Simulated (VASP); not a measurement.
SnS:

```
CELL_PARAMETERS angstrom
11.10224 0.00000 0.00000
0.00000 3.98561 0.00000
0.00000 0.00000 4.22986
ATOMIC_POSITIONS crystal
Sn 0.11852 0.25000 0.10999
Sn 0.38148 0.75000 0.60999
Sn 0.61852 0.25000 0.39001
Sn 0.88148 0.75000 0.89001
S 0.85325 0.25000 0.47437
S 0.64675 0.75000 0.97437
S 0.35325 0.25000 0.02563
S 0.14675 0.75000 0.52563
```

Program: VASP 6.6.1. Alike in all runs: cell as given; cutoff (eV) 520; smearing gaussian 0.03 eV. Hardware: 2 MPI ranks on Intel(R) Xeon(R) Platinum 8488C (Sapphire Rapids), on a shared host.

Order these runs on this cell by their wall time, lowest first.
A. task band structure; level LDA; potentials or basis VASP PAW LDA potentials, release 64 (Sn_d, S); spin off; k mesh 4 × 8 × 6
B. task optical spectrum; level PBE; potentials or basis VASP PAW PBE potentials, release 64 (Sn_d, S); spin off; k mesh 4 × 8 × 6
C. task band structure; level PBE; potentials or basis VASP PAW PBE potentials, release 64 (Sn_d, S); spin SOC, no magnetisation; k mesh 2 × 6 × 6

B (280 s), A (570 s), C (2500 s).

Caveats: spectra need much finer meshes, so this one isn't converged (some runs); independent-particle spectra lack excitons (some runs).
